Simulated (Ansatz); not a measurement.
A single-point calculation of BeTe (h-MgO type) (no longer in that coordination) with the PAW code Ansatz, at the level r2SCAN. The cell was relaxed with r2SCAN and then strained (uniaxial +2.94 % along z, other directions held), with the atoms relaxed again with r2SCAN; k points keep the names of the unstrained zone.

```yaml
crystal:
  lattice:
    - [4.030852737, 0.0, 0.0]
    - [-2.0154263685, 3.4908208692, 0.0]
    - [0.0, 0.0, 8.3834801113]
  atoms:
    - { symbol: Be, position: [0.3333333333, 0.6666666667, 0.25] }
    - { symbol: Be, position: [0.6666666667, 0.3333333333, 0.75] }
    - { symbol: Te, position: [0.6666666667, 0.3333333333, 0.25] }
    - { symbol: Te, position: [0.3333333333, 0.6666666667, 0.75] }
kpoints:
  mp_grid: { grid: [12, 12, 4] }
  band_path:
    path:
      - [0.0, 0.0, 0.0]
      - [0.5, 0.0, 0.0]
      - [0.3333333333, 0.3333333333, 0.0]
      - [0.0, 0.0, 0.5]
      - [0.5, 0.0, 0.5]
      - [0.3333333333, 0.3333333333, 0.5]
      - [0.0, -0.5, 0.25]
      - [0.244792, 0.244792, 0.0]
      - [0.0, -0.5, 0.286458]
    npoints: 1
hamiltonian:
  xc: r2scan
scf:
  occupations: { method: fixed }
  n_extra_bands: 5
output:
  forces: true
  stress: true
  eigenvalues: true
  write_density: true
  write_potential: true
  elf: true
  volumetric_format: npy
```

The output follows, shortened, with numbered blanks.
```
Functional definition: r2SCAN
Crystal: 4 atoms, lattice volume = 117.964 Å³
[1]
Bands: 23, of which v1, the nominal top of the filled ones, is band 18 counted from 1 (17 counted from 0)
[2]
SCF converged after 7 iterations
Free energy (F): -14177.248738 eV
Fermi energy:    3.629501 eV
--- Stress (GPa, compression-positive) ---
[3]
--- Band table (eV; the first three rows and the last of 57) ---
  k-point 0: bands = […, 0.7005, 2.7724, 2.9671, 2.9671, 3.1133, 3.1133, 7.7478, 7.8788, 8.6609, 8.6609, …]
  k-point 1: bands = […, 0.9333, 2.3548, 2.9879, 2.9879, 3.0912, 3.0912, 7.9357, 8.0056, 8.7004, 8.7004, …]
  k-point 2: bands = […, 1.5635, 1.5635, 3.0389, 3.0389, 3.0389, 3.0389, 8.0592, 8.0592, 8.8011, 8.8011, …]
  k-point 56: bands = […, -0.5998, -0.5998, -0.0183, -0.0183, 3.4622, 3.4622, 6.8957, 6.8957, 9.9757, 9.9757, …]
```

**Question.** Fill in the blanks. They hold the stress, cutoff and plane waves at Γ, the symmetry found.

**Answer.**
```
[1]
Basis set: ecut = 500 eV, 3001 PW (Γ)
[2]
Symmetry: 24 space group operations
Space group: P63/mmc (ITA 194)
[3]
       -0.100841       0.000000       0.000000
        0.000000      -0.100841       0.000000
        0.000000       0.000000      -0.223373
  P = ⅓ Tr σ = -0.1417 GPa (-1.417 kbar)
```

Run as `ansatz run input.yaml --threads 4 --pin off --max-ram 3686MiB --backend cpu --events-out ev --progress --plain --runs-dir out`.

Simulation only: spin-unpolarised, and no claim that this is the phase found in nature.

No spin-orbit coupling is included; it can move band edges with weight on the heavy atoms by tenths of an eV.
